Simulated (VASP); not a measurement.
# Cu: equation of state with PBEsol

The system is Cu.

```
Cu
1.0
     0.00000    1.78404    1.78404
     1.78404    0.00000    1.78404
     1.78404    1.78404    0.00000
Cu
1
Direct
  0.00000 0.00000 0.00000
```

```json
{
 "Program": "VASP 6.6.1",
 "Task": "equation of state",
 "Functional": "PBEsol",
 "Potentials or basis": "VASP PAW PBE potentials, release 64 (Cu)",
 "Cutoff": "520 eV",
 "k mesh": "12 × 12 × 12",
 "Occupations": "fermi-dirac, width 0.05 eV",
 "Spin": "no spin polarisation",
 "Ladder": "gaps",
 "Further INCAR settings": "ALGO = Normal; EDIFF = 1e-06"
}
```

```
Equilibrium volume                      : 11.36 Å³/atom
Bulk modulus                            : 165 GPa
Pressure derivative of the bulk modulus : 5.1 (rough: it moves with the points fitted)
```

Energy against volume, from the lowest point:
```
volume (Å³/atom)  energy (meV/atom)
          10.902              10.49
          11.129               2.58
          11.356               0.00
          11.584               2.11
          11.811               8.40
```

All runs of the series together: 32 s on 1 thread of Intel(R) Xeon(R) Platinum 8259CL CPU @ 2.50GHz (Skylake/Cascade Lake), with other jobs on the host.

Caveat: the PAW data sets were made with another functional, which shifts forces and pressure a little.
